Kohn-Sham DFT band gaps of SiC (space group F-43m, the same 2-atom cell with 3.082 Å edges in every row), without spin polarization or spin-orbit coupling. Each computed gap is the lowest empty level less the highest filled level on the k-mesh. The measured gap is 2.39 eV (bulk crystal, cryogenic temperature; arXiv:2009.14696).

| program | functional | how the value is got | potentials or basis | wave cutoff (eV) | k-mesh | computed band gap (eV) | computed less measured (eV) |
| --- | --- | --- | --- | --- | --- | --- | --- |
| ABINIT 10.8.3 (1) | SOGGA | Kohn-Sham, on the mesh | JTH PAW PBE v2.0 | 544 | 10x10x10 | 1.140 | -1.25 |
| ABINIT 10.8.3 (2) | PBEsol | Kohn-Sham, on the mesh | JTH PAW PBE v2.0 | 544 | 13x13x13 | 1.311 | -1.08 |
| ABINIT 10.8.3 (3) | LDA-Teter | Kohn-Sham, on the mesh | PseudoDojo NC SR LDA v0.4.1 standard | 1116 | 10x10x10 | 1.327 | -1.06 |
| SIESTA 5.4.2 | PBE | Kohn-Sham, on the mesh | PseudoDojo 0.4 standard NC | n/a | 10x10x10 | 1.347 | -1.04 |
| Quantum ESPRESSO 7.5 (1) | PBE | Kohn-Sham, on the mesh | PseudoDojo 0.4.1 SR PBE standard | 1116 | 6x6x6 | 1.357 | -1.03 |
| ABACUS 3.10.1 | PBE | Kohn-Sham, on the mesh | PseudoDojo NC SR 0.4.1 PBE standard | 1116 | 10x10x10 | 1.363 | -1.03 |
| Quantum ESPRESSO 7.5 (2) | PBE | Kohn-Sham, on the mesh | SG15 PBE 1.2 | 952 | 8x8x8 | 1.384 | -1.01 |
| ABINIT 10.8.3 (4) | revPBE | Kohn-Sham, on the mesh | PseudoDojo NC SR PBE v0.4.1 standard | 1116 | 10x10x10 | 1.401 | -0.99 |
| OpenMX 3.8.5 | PBE | Kohn-Sham, on the mesh | OpenMX 2013 PBE set | n/a | 11x11x11 | 1.465 | -0.93 |
| ABINIT 10.8.3 (5) | r2SCAN | Kohn-Sham, on the mesh | JTH PAW PBE v2.0 | 653 | 8x8x8 | 1.690 | -0.70 |
| ABINIT 10.8.3 (6) | r2SCAN | Kohn-Sham, on the mesh | JTH PAW LDA v2.0 | 653 | 10x10x10 | 1.698 | -0.69 |
| GPAW 26.7.0 | r2SCAN | Kohn-Sham, on the mesh | GPAW PAW data sets (gpaw data 1.2.1) | 600 | 8x8x8 | 1.744 | -0.65 |

Every computed gap falls short of the measured 2.39 eV, and the shortfall depends chiefly on the kind of functional. The LDA and gradient-corrected (GGA) functionals, from SOGGA to the OpenMX row, stop more than 0.9 eV below experiment. The three r2SCAN rows come nearer but still leave about 0.7 eV. Changing the program or the potentials at a fixed functional does much less. Two rows, PBEsol and OpenMX, stand too high for a reason that lies in their k-mesh.

### SOGGA, PBEsol and LDA: a gap read from a grid

The first three rows suggest that PBEsol and LDA give nearly the same gap, with SOGGA well below both. That reading is wrong, because the PBEsol number carries an error that the other two do not. In this form of SiC the highest filled level lies at the centre of the Brillouin zone, called Γ, and the lowest empty level at a point X on its boundary. The computed gap is the difference between the highest filled and lowest empty levels among the mesh points only. If X is not a mesh point, the program reports a level a little way up the side of the valley.

Whether X is a mesh point depends on whether the number of divisions, N, is even or odd. All these meshes contain Γ. An even mesh steps from Γ exactly onto X, while an odd one straddles it, and its nearest points lie 1/N of the Γ–X distance away. The 13x13x13 mesh of the PBEsol row therefore misses the band edge, although it is the finest mesh in the table.

The size of the error follows from the shape of the valley. By symmetry the band has no slope at X, so close to X its energy rises as the square of the distance. In the r2SCAN run of ABINIT (5), whose even mesh contains X, the conduction band a quarter of the way from X to Γ lies 0.77 eV above its minimum. Scaling this rise to a distance of 1/N gives

excess gap ≈ 0.77 eV × (4/N)².

For N = 13 the excess is about 0.07 eV, which brings PBEsol down from 1.31 to about 1.24 eV. Its apparent agreement with LDA disappears.

The parabola is an approximation, and the same r2SCAN run shows where it begins to fail. Halfway from X to Γ the band has risen 3.7 times as far as at a quarter of the way, where a perfect parabola would give 4. The flattening is modest even there, and the points that matter for the two odd meshes lie much closer to X. Using an r2SCAN curvature for a PBEsol or PBE band is a further approximation. A separate estimate from the electron's effective mass along this direction, roughly 0.68 free-electron masses as recalled, gives nearly the same excess.

Two limits show how differently the meshes behave. As N grows without bound, the odd-mesh error dies away as 1/N², so refinement does work in the end. It works slowly: to bring the error down to 0.01 eV, N must reach about 4 × √(0.77/0.01) ≈ 35. An even mesh contains both band edges from the start, and all that remains is the much smaller effect of the mesh on the electron density.

### The PBE rows: agreement without accuracy

The next four rows, from SIESTA to the second Quantum ESPRESSO run, all use PBE on even meshes. They span only 0.04 eV, although one builds its wavefunctions from atomic orbitals and three from plane waves, and two families of potentials are involved. In the limit of a complete basis and perfect potentials they would solve the same equations for the same crystal and give the same gap. The spread shows how far they still differ from one another; an error that all of them share would not appear in it.

The first Quantum ESPRESSO row and the ABACUS row make the point about meshes directly. They share a functional, a family of potentials and a wave cutoff, but one uses 6x6x6 points and the other 10x10x10. Their gaps differ by only 0.006 eV. For this gap a coarse mesh that contains X does better than a fine one that misses it.

Agreement between programs must not be mistaken for agreement with nature. The average of these four PBE gaps is 1.36 eV, about 1.03 eV below experiment, and that shortfall is more than twenty times their spread. For an engineer who needs a band gap, repeating the PBE calculation in another code will confirm the PBE answer and leave its error untouched.

The table cannot show the cause of that error, but theory can, in the limit of a very small added charge. The true gap compares the energy needed to remove an electron with the energy released when one is added. When even a vanishing fraction of an electron is added to an insulator, the exact Kohn-Sham potential jumps upward by a constant throughout the crystal. This jump, the derivative discontinuity, belongs to the true gap but does not appear in the difference between Kohn-Sham levels. LDA and GGA potentials change smoothly with the density, so a vanishing added charge produces no jump at all, and their level difference stays too small.

### revPBE and the order among the simpler functionals

With PBEsol corrected, the GGA gaps rise in the order SOGGA, PBEsol, PBE, revPBE. The step from PBE to revPBE is the smallest, 0.04 eV between ABACUS and ABINIT runs with the same family of potentials, cutoff and mesh. From SOGGA to corrected PBEsol, with the same program and potentials, the step is about 0.10 eV. These differences belong to one fixed cell. If each functional were allowed its own lattice constant, the change of volume would shift the gaps as well.

The limit of a uniform density gives a way to think about this order. There all gradients vanish and these functionals reduce to LDA or very nearly so. When the density begins to vary slowly, PBE's gradient terms for exchange and correlation almost cancel, which keeps it close to LDA. PBEsol and SOGGA have a weaker exchange term, so the opposing correlation term gains the upper hand, more so in SOGGA. revPBE leaves the slow-variation limit of PBE alone but lets exchange grow further where the density varies strongly.

The gaps thus rise as the balance shifts from correlation towards exchange in the gradient terms. That this balance causes the order is a plausible reading that the table does not settle. The potentials change between the PBEsol and PBE rows, and the simple argument about gradients does not by itself predict which way a gap must move. LDA and PBE differ by about as little as PBE and revPBE, but their potentials differ as well, so their order carries less weight.

### OpenMX: the same error where it can be tested

The OpenMX gap, 1.465 eV, looks like a disagreement between programs. It is the highest of the PBE values and lies even above revPBE. OpenMX uses its own potentials and a basis of atomic orbitals, and either might be blamed. Its 11x11x11 mesh, however, is odd and misses X just as the PBEsol mesh does.

Here the formula can be tested, because four other PBE rows show where the gap should lie. For N = 11 the nearest points are one eleventh of the Γ–X distance from X. The excess is 0.77 × (4/11)² ≈ 0.77 × 0.13 ≈ 0.10 eV, which leaves a gap of about 1.36 eV. That value falls inside the narrow range of the other PBE rows. The curvature came from an r2SCAN run and no PBE gap was used to obtain it, so the agreement is a real test, though of one row only.

The same reasoning carries over to other semiconductors. The first question is where the band edges lie and whether the mesh contains those points. If it does not, the computed gap is too large by the energy between each missed edge and the closest level on the mesh, and a light effective mass makes that error worse. If an edge lies inside the zone, away from any special point, even an even mesh may miss it, and the bands should be followed along a line.

### r2SCAN: a real step, and more than a shift

The last three rows average 1.71 eV, which is 0.35 eV above the even-mesh PBE average. All three use even meshes, so this step does not come from a missed band edge. It closes about a third of PBE's shortfall. A closer comparison keeps the program and the potentials fixed: from SOGGA in ABINIT (1) to r2SCAN in ABINIT (5) the gap grows by 0.55 eV. Part of that step is SOGGA's own low gap, but even from the corrected PBEsol value the rise is about 0.45 eV, far more than any potential or program changes the gap in this table.

Theory explains why r2SCAN can do this. It depends on the density and its gradient, but also on the kinetic-energy density, which is built from the orbitals themselves. Its effective potential therefore acts differently on orbitals of different shape, even where the density is the same. In this generalized Kohn-Sham scheme, part of the discontinuity that LDA and GGA lack enters the difference between the levels. It is only a part, and the gap remains too small.

The direct gap, in which the electron keeps its position in the zone, shows how the bands change. In SiC the smallest direct gap lies at X, so it shares its empty level with the indirect gap of the table. From PBE to r2SCAN the direct gap in these runs grows by 0.50 eV on average, some 0.15 eV more than the indirect one. The extra growth must come from the filled level at X, which sinks relative to the valence top at Γ. A correction that merely lifts all PBE conduction bands by a constant could reproduce the r2SCAN gap, but it would leave the shape of the valence bands unchanged.

The GPAW row lies about 0.05 eV above the two ABINIT rows, while those two differ by only 0.008 eV despite different potentials and meshes. The ABINIT runs raised very low densities to a floor value, and the two programs use PAW data sets that were built differently. Either might contribute to the offset. The near agreement of the two ABINIT rows shows only that exchanging one ABINIT set for the other matters little; it does not settle the cause. The offset is small beside the step from PBE and does not change its meaning.

### What still separates r2SCAN from experiment

About 0.68 eV remains between the r2SCAN average and the measured gap. Spin-orbit coupling is left out, but for atoms this light it matters only at the level of roughly a hundredth of an electronvolt. The measured crystal also contains zero-point motion and, if the gap was measured optically, an exciton. Both lower the measured value, so the gap of a rigid lattice would lie still further above the computed ones.

The remainder therefore belongs mainly to the functional. Two kinds of method that can close most of it go beyond the semilocal form of r2SCAN. Hybrid functionals do this by mixing in exact exchange, and the GW method by replacing the exchange-correlation potential with an energy-dependent self-energy.
